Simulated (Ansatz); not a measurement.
The system is CdSe.

```xyz
2
Lattice="0.0000 3.0703 3.0703 3.0703 0.0000 3.0703 3.0703 3.0703 0.0000" Properties=species:S:1:pos:R:3 pbc="T T T"
Cd    0.0000    0.0000    0.0000
Se    1.5351    1.5351    1.5351
```

Measurements of this composition are mostly on another form, of space group No. 186.

Program: Ansatz 0.2.0. Alike in all runs: potentials or basis Ansatz PAW; no spin polarisation; cell as given.

Order these runs on this cell by their band gap on the k mesh, lowest first.
A. level HSE03; k mesh 4 × 4 × 4; cutoff (eV) 420; smearing fermi-dirac 0.05 eV; points for each segment of the path 4; mesh quality coarse
B. level PBE; k mesh 8 × 8 × 8; cutoff (eV) 420; smearing gaussian 0.019 eV; mesh quality not flagged
C. level HF; k mesh 4 × 4 × 4; cutoff (eV) 420; smearing fermi-dirac 0.05 eV; points for each segment of the path 4; mesh quality coarse
D. level r2SCAN50; k mesh 4 × 4 × 4; cutoff (eV) 500; smearing fermi-dirac 0.05 eV; points for each segment of the path 4; mesh quality coarse
E. level HSE06; k mesh 4 × 4 × 4; cutoff (eV) 420; smearing fermi-dirac 0.05 eV; points for each segment of the path 4; mesh quality coarse

B (0.55 eV), A (1.31 eV), E (1.49 eV), D (3.89 eV), C (7.59 eV).

Caveats: some runs use coarse meshes.
